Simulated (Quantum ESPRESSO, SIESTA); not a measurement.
# SIESTA against Quantum ESPRESSO: the pressure of oxides

PBE single points on the same cell and mesh in two programs: Quantum ESPRESSO (plane waves, GBRV 1.5 ultrasoft (PBE) pseudopotentials) and SIESTA (numerical atomic orbitals DZP, PseudoDojo PBE standard norm-conserving potentials (rewritten from UPF to PSML)), each at the cutoffs shown, which weren't converged row by row, so neither column is a reference. The number in brackets is the space group.

Here x stands for pressure, Quantum ESPRESSO and y for pressure, SIESTA.

```csv
crystal,"pressure, Quantum ESPRESSO (GPa)","pressure, SIESTA (GPa)",cell as run (Å³/atom),k mesh,cutoffs
SiO2 (136),-11.28,-9.06,8.39,8×8×12,544 eV / grid 5442 eV
SrO (225),1.84,4.39,17.17,8×8×8,544 eV / grid 4762 eV
BaO (225),2.11,2.29,21.25,8×8×8,544 eV / grid 4082 eV
SnO (129),5.24,6.71,17.35,7×7×6,544 eV / grid 4082 eV
ZrO2 (137),11.84,?,10.95,9×9×7,544 eV / grid 5442 eV
HfO2 (137),16.07,19.92,10.61,8×8×5,544 eV / grid 5442 eV
```

Task: Fit y against x with a straight line, and predict the withheld value at x = 11.84.

Result: Means: x 2.7960, y 4.850. About the means, the sum of products is 402.58 and the sum of squares of x is 381.69; the slope is their ratio. Least squares gives y = 1.901 + 1.05472·x. Residuals (row less fit): 0.936, 0.548, -1.836, -0.718, 1.070; standard error 1.439 (degrees of freedom: 3). Full agreement would be y = x; this line has slope 1.055 and stands 1.90 GPa from it at x = 0.00. At the withheld row, y = 1.901 + 1.05472 × 11.84 = 14.39 GPa. The calculation gives 13.96 GPa, 0.43 GPa below the prediction (1.5 % of the range of y in the table). The row lies between fitted rows. From the scatter of the fitted rows alone, a prediction at this place has a standard error of 1.711 GPa, so the miss is 0.3 times that.

Copying x would have missed this row by 2.12. The cells are not relaxed at this level: typed lattice constants and structures from a database of calculations, some with the lattice rescaled by up to 2.5 %. ZrO2 and HfO2: a high-temperature phase, held by symmetry. SIESTA: values carry the incompleteness of an atom-centred basis. SrO in SIESTA and BaO in SIESTA: the basis of the alkali or alkaline-earth atoms may lack their empty d shell, which can raise the gap. The rows, and the inner row withheld, were drawn at random from non-magnetic crystals of this class with sound runs on fine meshes; tables whose line scatters by over 5 % of the range, or whose columns agree throughout, aren't shown.
